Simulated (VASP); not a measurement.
# ZnCu (Pm-3m) in VASP: single point with PBEsol

Aim: the single point of ZnCu with PBEsol.

Everything below comes from runs of VASP 6.6.1. Logs are shortened: lines on timing, memory, paths and dates and some standing lists are left out, and cuts for length are marked.

### 1 The crystal as given

Symmetry: Pm-3m, No. 221, cubic system. The conventional cell has a = 2.945 Å, b = 2.945 Å, c = 2.945 Å, α = 90.00°, β = 90.00°, γ = 90.00°. Around Zn (site symmetry m-3m) lie 8 Cu at 2.55 Å. Cu (site symmetry m-3m) is surrounded by 8 Zn at 2.55 Å.

### 2 Single point, PBEsol

INCAR

```
  PREC = Accurate
  ENCUT = 520
  EDIFF = 1E-6
  ISMEAR = 0
  SIGMA = 0.1
  LREAL = False
  LASPH = True
  NELM = 60
  ALGO = Normal
  ISIF = 2
  LWAVE = False
  LCHARG = False
  GGA = PS
  NBANDS = 18
```

KPOINTS

```
Automatic mesh
0
Gamma
  6 6 6
```

POSCAR

```
ZnCu
1.0
    2.9450000000      0.0000000000      0.0000000000
    0.0000000000      2.9450000000      0.0000000000
    0.0000000000      0.0000000000      2.9450000000
Zn Cu
1 1
Direct
    0.5000000000      0.5000000000      0.5000000000
    0.0000000000      0.0000000000      0.0000000000
```

Potentials or basis: VASP PAW PBE potentials, release 64 (Zn, Cu).

Launch:

```console
> cat potpaw_PBE.64/Zn/POTCAR potpaw_PBE.64/Cu/POTCAR > POTCAR
> mpirun -np 1 vasp_std > vasp.out
```

OUTCAR:

```text
PREC = Accurate
   ENCUT = 520
   EDIFF = 1E-6
   ISMEAR = 0
   LREAL = False
   LASPH = True
   NELM = 60
   ISIF = 2
   GGA = PS

 ion  position               nearest neighbor table
   1  0.500  0.500  0.500-   2 2.55   2 2.55   2 2.55   2 2.55   2 2.55   2 2.55   2 2.55   2 2.55

   2  0.000  0.000  0.000-   1 2.55   1 2.55   1 2.55   1 2.55   1 2.55   1 2.55   1 2.55   1 2.55

  LATTYP: Found a simple cubic cell.
 ALAT       =     2.9450000000

  Lattice vectors:

 A1 = (   2.9450000000,   0.0000000000,   0.0000000000)
 A2 = (   0.0000000000,   2.9450000000,   0.0000000000)
 A3 = (   0.0000000000,   0.0000000000,   2.9450000000)

Analysis of symmetry for initial positions (statically):
=====================================================================
 Subroutine PRICEL returns:
 Original cell was already a primitive cell.

 Routine SETGRP: Setting up the symmetry group for a
 simple cubic supercell.

 Subroutine GETGRP returns: Found 48 space group operations
 (whereof 48 operations were pure point group operations)
 out of a pool of 48 trial point group operations.

The static configuration has the point symmetry O_h .

Analysis of symmetry for dynamics (positions and initial velocities):
=====================================================================
 Subroutine PRICEL returns:
 Original cell was already a primitive cell.

 Routine SETGRP: Setting up the symmetry group for a
 simple cubic supercell.

 Subroutine GETGRP returns: Found 48 space group operations
 (whereof 48 operations were pure point group operations)
 out of a pool of 48 trial point group operations.

The dynamic configuration has the point symmetry O_h .

 Subroutine INISYM returns: Found 48 space group operations
 (whereof 48 operations are pure point group operations),
 and found     1 'primitive' translations

----------------------------------------------------------------------------------------

                                     Primitive cell

  volume of cell :      25.5421

  direct lattice vectors                    reciprocal lattice vectors
     2.945000000  0.000000000  0.000000000     0.339558574  0.000000000  0.000000000
     0.000000000  2.945000000  0.000000000     0.000000000  0.339558574  0.000000000
     0.000000000  0.000000000  2.945000000     0.000000000  0.000000000  0.339558574

  length of vectors
     2.945000000  2.945000000  2.945000000     0.339558574  0.339558574  0.339558574

  position of ions in fractional coordinates (direct lattice)
     0.500000000  0.500000000  0.500000000
     0.000000000  0.000000000  0.000000000

  ion indices of the primitive-cell ions
   primitive index   ion index
                 1           1
                 2           2

----------------------------------------------------------------------------------------

 KPOINTS: Automatic mesh

Automatic generation of k-mesh.
 Grid dimensions read from file:
 generate k-points for:    6    6    6

 Generating k-lattice:

  Cartesian coordinates                     Fractional coordinates (reciprocal lattice)
     0.056593096  0.000000000  0.000000000     0.166666667  0.000000000  0.000000000
     0.000000000  0.056593096  0.000000000     0.000000000  0.166666667  0.000000000
     0.000000000  0.000000000  0.056593096     0.000000000  0.000000000  0.166666667

  Length of vectors
     0.056593096  0.056593096  0.056593096

  Shift w.r.t. Gamma in fractional coordinates (k-lattice)
     0.000000000  0.000000000  0.000000000

 Subroutine IBZKPT returns following result:
 ===========================================

 Found     20 irreducible k-points:

 Following reciprocal coordinates:
            Coordinates               Weight
  0.000000  0.000000  0.000000      1.000000
  0.166667  0.000000  0.000000      6.000000
  0.333333  0.000000  0.000000      6.000000
  0.500000  0.000000  0.000000      3.000000
  0.166667  0.166667  0.000000     12.000000
  0.333333  0.166667  0.000000     24.000000
[... 12 lines left out ...]
  0.500000  0.500000  0.333333      6.000000
  0.500000  0.500000  0.500000      1.000000
   k-points           NKPTS =     20   k-points in BZ     NKDIM =     20   number of bands    NBANDS=     18
   number of dos      NEDOS =    301   number of ions     NIONS =      2
   total plane-waves  NPLWV =  13824
   dimension x,y,z NGX =    24 NGY =   24 NGZ =   24
   dimension x,y,z NGXF=    48 NGYF=   48 NGZF=   48
   ions per type =               1   1
   NGX,Y,Z   is equivalent  to a cutoff of  13.55, 13.55, 13.55 a.u.
   NGXF,Y,Z  is equivalent  to a cutoff of  27.10, 27.10, 27.10 a.u.
 SYSTEM =  unknown system
   PREC   = accura    normal or accurate (medium, high low for compatibility)
   ISTART =      0    job   : 0-new  1-cont  2-samecut
   ICHARG =      2    charge: 1-file 2-atom 10-const
   ISPIN  =      1    spin polarized calculation?
   LNONCOLLINEAR =      F non collinear calculations
   LSORBIT =      F    spin-orbit coupling
   LASPH  =      T    aspherical Exc in radial PAW
   ENCUT  =  520.0 eV  38.22 Ry    6.18 a.u.   5.48  5.48  5.48*2*pi/ulx,y,z
   NELM   =     60;   NELMIN=  2; NELMDL= -5     # of ELM steps
   EDIFF  = 0.1E-05   stopping-criterion for ELM
   LREAL  =      F    real-space projection
   EDIFFG = 0.1E-04   stopping-criterion for IOM
   NSW    =      0    number of steps for IOM
   IBRION =     -1    ionic relax: 0-MD 1-quasi-New 2-CG
   NFREE  =      0    steps in history (QN), initial steepest desc. (CG)
   ISIF   =      2    stress and relaxation
   ISYM   =      2    0-nonsym 1-usesym 2-fastsym
   POTIM  = 0.5000    time-step for ionic-motion
   TEBEG  =    0.0;   TEEND  =   0.0 temperature during run
   PSTRESS=    0.0 pullay stress
   NELECT =      23.0000    total number of electrons
   NUPDOWN=      -1.0000    fix difference up-down
   EMIN   =  10.00;   EMAX   =-10.00  energy-range for DOS
   EFERMI =   0.00;   METHOD = LEGACY
   ISMEAR =     0;   SIGMA  =   0.10  broadening in eV -4-tet -1-fermi 0-gaus
   EFERMI_NEDOS =   21; number of points for ismear=-14 and -15
   IALGO  =     38    algorithm
   IMIX   =      4    mixing-type and parameters
     AMIX     =   0.40;   BMIX     =  1.00
     AMIX_MAG =   1.60;   BMIX_MAG =  1.00
  volume/ion in A,a.u.               =      12.77        86.18
  Fermi-wavevector in a.u.,A,eV,Ry     =   1.580880  2.987429 34.003415  2.499180
  Thomas-Fermi vector in A             =   2.681040
   LORBIT       =      0    0 simple, 1 ext, 2 COOP (PROOUT), +10 PAW based schemes
   GGA     = PS    functional components
   LHFCALC =     F    Hartree Fock is set to
   AEXX    =    0.0000 exact exchange contribution
   IVDW    =     0    specifies the selected vdW correction
   LEPSILON=     F    determine dielectric tensor
   LRPA    =     F    only Hartree local field effects (RPA)
 non-spin polarized calculation
 Gauss-broadening in eV      SIGMA  =   0.10
  energy-cutoff  :      520.00
  volume of cell :       25.54
 maximum number of plane-waves:       700
 NGX is ok and might be reduce to    24
   NGX = 11   NGY = 11   NGZ = 11

 number of electron      23.0000000 magnetization

 Free energy of the ion-electron system (eV)
  ---------------------------------------------------
  ext. energy  EPLUGINS =         0.00000000
  ---------------------------------------------------
  free energy    TOTEN  =        -6.00390256 eV

  energy without entropy =       -5.99680262  energy(sigma->0) =       -6.00035259

 E-fermi :   5.3221     XC(G=0): -12.5660

 val. band max:        5.2614891339   @ k =   0.5000   0.3333   0.3333
 cond. band min:       5.3382289521   @ k =   0.3333   0.3333   0.0000
 fundamental gap:      0.0767398182
 Fermi energy:         5.3221257981

 k-point     1 :       0.0000    0.0000    0.0000
  band No.  band energies     occupation
      1      -5.0020      2.00000
      2      -2.4451      2.00000
      3      -2.4451      2.00000
      4      -1.7446      2.00000
      5      -1.7446      2.00000
      6      -1.7446      2.00000
[... 10 lines left out ...]
     17      17.6126      0.00000
     18      28.8015      0.00000

 k-point     2 :       0.1667    0.0000    0.0000
  band No.  band energies     occupation
      1      -4.5049      2.00000
      2      -2.3894      2.00000
      3      -2.3394      2.00000
      4      -1.7859      2.00000
      5      -1.7859      2.00000
      6      -1.7235      2.00000
[... 10 lines left out ...]
     17      21.1506      0.00000
     18      25.4806      0.00000

 k-point     3 :       0.3333    0.0000    0.0000
  band No.  band energies     occupation
      1      -3.1831      2.00000
      2      -2.2743      2.00000
      3      -1.9928      2.00000
      4      -1.8679      2.00000
      5      -1.8679      2.00000
      6      -1.6807      2.00000
[... 10 lines left out ...]
     17      21.1214      0.00000
     18      21.1214      0.00000

 k-point     4 :       0.5000    0.0000    0.0000
  band No.  band energies     occupation
      1      -2.4813      2.00000
      2      -2.2146      2.00000
      3      -1.9085      2.00000
      4      -1.9085      2.00000
      5      -1.6589      2.00000
      6      -0.7864      2.00000
[... 10 lines left out ...]
     17      18.8163      0.00000
     18      19.7033      0.00000

 k-point     5 :       0.1667    0.1667    0.0000
  band No.  band energies     occupation
      1      -4.0283      2.00000
      2      -2.3249      2.00000
      3      -2.2543      2.00000
      4      -1.8231      2.00000
      5      -1.8080      2.00000
      6      -1.7461      2.00000
[... 10 lines left out ...]
     17      20.9627      0.00000
     18      21.9465      0.00000

 k-point     6 :       0.3333    0.1667    0.0000
  band No.  band energies     occupation
      1      -2.8653      2.00000
      2      -2.2322      2.00000
      3      -2.0705      2.00000
      4      -1.8894      2.00000
      5      -1.7538      2.00000
      6      -1.6256      2.00000
[... 10 lines left out ...]
     17      21.4825      0.00000
     18      22.4212      0.00000

 k-point     7 :       0.5000    0.1667    0.0000
  band No.  band energies     occupation
      1      -2.3537      2.00000
      2      -2.2091      2.00000
      3      -2.0911      2.00000
      4      -1.9340      2.00000
      5      -1.7537      2.00000
      6      -0.0749      2.00000
[... 10 lines left out ...]
     17      19.5216      0.00000
     18      20.2951      0.00000

 k-point     8 :       0.3333    0.3333    0.0000
  band No.  band energies     occupation
      1      -2.5508      2.00000
      2      -2.3118      2.00000
      3      -1.9409      2.00000
      4      -1.8845      2.00000
      5      -1.7708      2.00000
      6      -0.7360      2.00000
[... 10 lines left out ...]
     17      21.6306      0.00000
     18      22.0229      0.00000
[... 145 lines left out ...]
     17      19.8544      0.00000
     18      20.7584      0.00000

 k-point    16 :       0.5000    0.5000    0.1667
  band No.  band energies     occupation
      1      -2.5761      2.00000
      2      -2.1150      2.00000
      3      -2.0936      2.00000
      4      -2.0936      2.00000
      5      -1.4485      2.00000
      6       0.7640      2.00000
[... 10 lines left out ...]
     17      17.3270      0.00000
     18      18.0095      0.00000

 k-point    17 :       0.3333    0.3333    0.3333
  band No.  band energies     occupation
      1      -2.3441      2.00000
      2      -2.1747      2.00000
      3      -2.1747      2.00000
      4      -1.7323      2.00000
      5      -1.7323      2.00000
      6       0.0677      2.00000
[... 10 lines left out ...]
     17      14.2091      0.00000
     18      19.6692      0.00000

 k-point    18 :       0.5000    0.3333    0.3333
  band No.  band energies     occupation
      1      -2.3848      2.00000
      2      -2.2443      2.00000
      3      -2.1774      2.00000
      4      -1.7239      2.00000
      5      -1.5888      2.00000
      6       0.7172      2.00000
[... 10 lines left out ...]
     17      16.0613      0.00000
     18      16.8988      0.00000

 k-point    19 :       0.5000    0.5000    0.3333
  band No.  band energies     occupation
      1      -2.4096      2.00000
      2      -2.2535      2.00000
      3      -2.2535      2.00000
      4      -1.6681      2.00000
      5      -1.4426      2.00000
      6       0.9382      2.00000
[... 10 lines left out ...]
     17      13.2512      0.00000
     18      13.9434      0.00000

 k-point    20 :       0.5000    0.5000    0.5000
  band No.  band energies     occupation
      1      -2.3301      2.00000
      2      -2.3301      2.00000
      3      -2.3301      2.00000
      4      -1.4396      2.00000
      5      -1.4396      2.00000
      6       1.0490      2.00000
[... 10 lines left out ...]
     17       9.8606      0.00000
     18      11.4767      0.00000

------------------------ aborting loop because EDIFF is reached ----------------------------------------

  FORCE on cell =-STRESS in cart. coord.  units (eV):
  Direction    XX          YY          ZZ          XY          YZ          ZX
  --------------------------------------------------------------------------------------
  -------------------------------------------------------------------------------------
  Total       -0.5610444     -0.5610444     -0.5610444      0.0000000     -0.0000000      0.0000000
  in kB      -35.1926471    -35.1926471    -35.1926471      0.0000000     -0.0000000      0.0000000
  external PRESSURE =     -35.1926471 kB  Pullay stress =       0.0000000 kB

 VOLUME and BASIS-vectors are now :
 -----------------------------------------------------------------------------
  energy-cutoff  :      520.00
  volume of cell :       25.54
      direct lattice vectors                 reciprocal lattice vectors
     2.945000000  0.000000000  0.000000000     0.339558574  0.000000000  0.000000000
     0.000000000  2.945000000  0.000000000     0.000000000  0.339558574  0.000000000
     0.000000000  0.000000000  2.945000000     0.000000000  0.000000000  0.339558574

 POSITION                                       TOTAL-FORCE (eV/Angst)
 -----------------------------------------------------------------------------------
      1.47250      1.47250      1.47250         0.000000      0.000000      0.000000
      0.00000      0.00000      0.00000         0.000000      0.000000      0.000000
 -----------------------------------------------------------------------------------
    total drift:                                0.000000      0.000000     -0.000000

  FREE ENERGIE OF THE ION-ELECTRON SYSTEM (eV)
  ---------------------------------------------------
  free  energy   TOTEN  =        -6.0039025637 eV

  energy  without entropy=       -5.9968026222  energy(sigma->0) =       -6.00035259
```

Wall time 5.1 s (1 thread of Intel Xeon Platinum 8488C (Sapphire Rapids), shared host); peak memory 0.13 GiB.

Results:

- Free energy: -6.0039 eV
- Pressure: -3.5 GPa
- Band gap on the k mesh: none (metal or under the smearing width)

Caveat: the PAW data sets were made with another functional, which shifts forces and pressure a little.
